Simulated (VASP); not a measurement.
# BaTiO3 (Amm2) in VASP: notebook, part 2 of 2

VASP 6.6.1. Earlier steps stand in the parts before.

## 4. Vibrations by finite differences, PBEsol+D3(BJ)

This run uses another cell than the first one, of 12.50 Å³/atom, 0.971 times its volume.

INCAR

```
SYSTEM = BaTiO3
PREC = Accurate
ENCUT = 520
EDIFF = 1E-8
ISMEAR = 0
SIGMA = 0.02
LREAL = .FALSE.
LASPH = .TRUE.
NELM = 100
ALGO = Normal
ISIF = 2
LWAVE = .FALSE.
LCHARG = .FALSE.
GGA = PS
IVDW = 12
NBANDS = 28
IBRION = 6
NFREE = 2
POTIM = 0.015
NSW = 1
KPAR = 8
```

KPOINTS

```
Automatic mesh
0
G
  8 8 8
  0 0 0
```

POSCAR

```
BaTiO3                                  
1.0
    3.9469808653      0.0000000000      0.0000000000
    0.0000000000      2.8111215617      2.8164679183
    0.0000000000     -2.8111215617      2.8164679183
  Ba              Ti              O             
     1     1     3
Direct
     0.0000000000000000    0.0043169377643295    0.0043169377643295
     0.5000000000000000    0.5153402357059136    0.5153402357059136
     0.0000000000000000    0.4937080356621451    0.4937080356621451
     0.5000000000000000    0.4947599683945612    0.9887548224730551
     0.5000000000000000    0.9887548224730551    0.4947599683945612
```

Potentials or basis: VASP PAW PBE potentials, release 64 (Ba_sv, Ti_sv, O).

The run is started by

```
> cat potpaw_PBE.64/Ba_sv/POTCAR potpaw_PBE.64/Ti_sv/POTCAR potpaw_PBE.64/O/POTCAR > POTCAR
> mpirun -np 8 vasp_std > vasp.out
```

OUTCAR:

```text
SYSTEM = BaTiO3
   PREC = Accurate
   ENCUT = 520
   EDIFF = 1E-8
   ISMEAR = 0
   LREAL = .FALSE.
   LASPH = .TRUE.
   NELM = 100
   ISIF = 2
   GGA = PS
   IVDW = 12
   IBRION = 6
   NFREE = 2
   POTIM = 0.015
   NSW = 1
 IVDW          = 12

 ion  position               nearest neighbor table
   1  0.000  0.004  0.004-   3 2.76   4 2.78   5 2.78   4 2.78   5 2.78   3 2.81   3 2.81   5 2.83
                             4 2.83   5 2.83   4 2.83   3 2.88   2 3.39   2 3.39   2 3.44   2 3.44
   2  0.500  0.515  0.515-   4 1.89   5 1.89   3 1.98   3 1.98   5 2.10   4 2.10   1 3.39   1 3.39
                             1 3.44   1 3.44   1 3.44   1 3.44   1 3.49   1 3.49
   3  0.000  0.494  0.494-   2 1.98   2 1.98   1 2.76   1 2.81   1 2.81   1 2.88
   4  0.500  0.495  0.989-   2 1.89   2 2.10   1 2.78   1 2.78   1 2.83   1 2.83
   5  0.500  0.989  0.495-   2 1.89   2 2.10   1 2.78   1 2.78   1 2.83   1 2.83

  LATTYP: Found a base centered orthorhombic cell.
 ALAT       =     5.6222431234
 B/A-ratio  =     1.0019018589
 C/A-ratio  =     0.7020295599

  Lattice vectors:

 A1 = (   0.0000000000,   2.8111215617,  -2.8164679183)
 A2 = (   0.0000000000,   2.8111215617,   2.8164679183)
 A3 = (   3.9469808653,   0.0000000000,   0.0000000000)

Analysis of symmetry for initial positions (statically):
=====================================================================
 Subroutine PRICEL returns:
 Original cell was already a primitive cell.

 Routine SETGRP: Setting up the symmetry group for a
 base centered orthorhombic supercell.

 Subroutine GETGRP returns: Found  4 space group operations
 (whereof  4 operations were pure point group operations)
 out of a pool of  8 trial point group operations.

The static configuration has the point symmetry C_2v.

Analysis of symmetry for dynamics (positions and initial velocities):
=====================================================================
 Subroutine PRICEL returns:
 Original cell was already a primitive cell.

[... 388 lines left out ...]
  free energy    TOTEN  =       -41.98541681 eV

  energy without entropy =      -41.98541681  energy(sigma->0) =      -41.98541681

 E-fermi :   4.1551     XC(G=0): -11.6447

 val. band max:        3.8903077745   @ k =   0.5000   0.5000   0.5000
 cond. band min:       5.8818380500   @ k =   0.0000   0.0000   0.0000
 fundamental gap:      1.9915302755
 Fermi energy:         4.1551041432

 k-point     1 :       0.0000    0.0000    0.0000
  band No.  band energies     occupation
      1     -52.2247      2.00000
      2     -28.6012      2.00000
      3     -28.5929      2.00000
      4     -28.5670      2.00000
      5     -20.8351      2.00000
      6     -12.9784      2.00000
[... 733 lines left out ...]
     27      12.0184      0.00000
     28      13.6252      0.00000

 [... further k-points ...]

------------------------ aborting loop because EDIFF is reached ----------------------------------------

 Edisp (eV)   -1.35660

 E8    (eV) :    -0.9395
[... 28 lines left out ...]
  FREE ENERGIE OF THE ION-ELECTRON SYSTEM (eV)
  ---------------------------------------------------
  free  energy   TOTEN  =       -43.3420122336 eV

  energy  without entropy=      -43.3420122336  energy(sigma->0) =      -43.34201223

 INTERNAL STRAIN TENSORS FROM DISPLACED ATOMS
 ============================================

 INTERNAL STRAIN TENSOR FOR ION    1 for displacements in x,y,z  (eV/Angst):
          X           Y           Z          XY          YZ          ZX
  --------------------------------------------------------------------------------
  x     0.00000     0.00000     0.00000     0.00000     0.00000     0.20154
  y     0.00000     0.00000     0.00000     0.00000     0.60244     0.00000
  z     0.21486     0.58242     1.10319     0.00000     0.00000     0.00000

 INTERNAL STRAIN TENSOR FOR ION    5 for displacements in x,y,z  (eV/Angst):
          X           Y           Z          XY          YZ          ZX
  --------------------------------------------------------------------------------
  x     0.00000     0.00000     0.00000    -0.13251     0.00000    -1.23055
  y    -0.86362    -7.78582    -5.45760     0.00000    -4.95711     0.00000
  z    -1.99451    -4.77461    -5.41232     0.00000    -3.62459     0.00000

 Eigenvectors and eigenvalues of the dynamical matrix
 ----------------------------------------------------

   1 f  =   15.242955 THz    95.774309 2PiTHz  508.450241 cm-1    63.039767 meV
             X         Y         Z           dx          dy          dz
      0.000000  0.000000  0.024317    -0.000000    0.000000   -0.001292
      1.973490  0.000000  2.902878     0.000000   -0.000000    0.001223
      0.000000  0.000000  2.781026     0.000000    0.000000   -0.405327
      1.973490 -1.388680  4.178272    -0.000000   -0.613532    0.203549
      1.973490  1.388680  4.178272    -0.000000    0.613532    0.203549
[... 105 lines left out ...]
  15 f/i=    2.056266 THz    12.919903 2PiTHz   68.589665 cm-1     8.504031 meV
             X         Y         Z           dx          dy          dz
      0.000000  0.000000  0.024317    -0.008923   -0.000000    0.000000
      1.973490  0.000000  2.902878     0.691636   -0.000000    0.000000
      0.000000  0.000000  2.781026    -0.534977   -0.000000    0.000000
      1.973490 -1.388680  4.178272    -0.343045   -0.000000    0.000000
      1.973490  1.388680  4.178272    -0.343045   -0.000000    0.000000

 ELASTIC MODULI CONTR FROM IONIC RELAXATION (kBar)
 Direction    XX          YY          ZZ          XY          YZ          ZX
 --------------------------------------------------------------------------------
 XX         -60.8876    -75.5366    -79.5404      0.0000     -0.0000     -0.0000
 YY         -75.5366   -648.3341   -720.9741      0.0000     -0.0000      0.0000
 ZZ         -79.5404   -720.9741   -868.5468      0.0000     -0.0000      0.0000
 XY           0.0000      0.0000      0.0000     -0.1751     -0.0000      0.0000
 YZ          -0.0000     -0.0000     -0.0000     -0.0000   -780.4038      0.0000
 ZX          -0.0000      0.0000      0.0000     -0.0000      0.0000     -7.2750
 --------------------------------------------------------------------------------
```

Wall time 18 min (8 MPI ranks of Intel Xeon Platinum 8488C (Sapphire Rapids), shared host); peak memory 0.78 GiB.

What came out:

- Highest phonon frequency at Γ, LO-TO splitting left out: 508 cm⁻¹
- Most unstable mode: 69i cm⁻¹
- Dispersion energy per atom: -0.271 eV

Phonon frequencies in cm⁻¹ (negative: imaginary):
| q point | frequencies |
| --- | --- |
| (0.000, 0.000, 0.000) | -69 0 0 1 180 183 185 196 236 290 296 302 479 483 508 |

Caveat: some modes are imaginary; the PAW data sets were made with another functional, which shifts forces and pressure a little. Spin-orbit coupling is left out, which matters for the levels of Ba.
